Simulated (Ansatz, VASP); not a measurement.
## One calculation of Ni3Ge, two programs

```
Ni Ge
1.0
     3.53033    0.00000    0.00000
     0.00000    3.53033    0.00000
     0.00000    0.00000    3.53033
Ni Ge
3 1
Direct
  0.50000 0.00000 0.50000
  0.00000 0.50000 0.50000
  0.50000 0.50000 0.00000
  0.00000 0.00000 0.00000
```

Alike in both runs: task single point; functional PBEsol; k mesh 12 × 12 × 12; no spin polarisation.

```csv
,VASP,Ansatz
version,VASP 6.6.1,Ansatz 0.2.0
potentials or method,"VASP PAW PBE potentials, release 64 (Ni, Ge_d)","scalar-relativistic, plane waves, PAW"
plane-wave cutoff (eV),520,420
occupations,"methfessel-paxton of order 1, width 0.5 eV","cold, width 0.5 eV"
valence electrons in the cell,44,68
```

Ansatz gave:

```
gap on the k mesh at the Fermi level (eV) : none
pressure (GPa)                            : -2.6
```

Problem. Which values does VASP return?

Solution. gap on the k mesh at the Fermi level (eV): none; pressure (GPa): -1.1.

A gap of «none» marks a metal or a gap that the smearing closes. The two sets of potentials don't hold the same shells in valence.

Caveats: the PAW data sets were made with another functional, which shifts forces and pressure a little (VASP). Spin polarisation is off, so any magnetic state and its effect on volume and gap are missing.
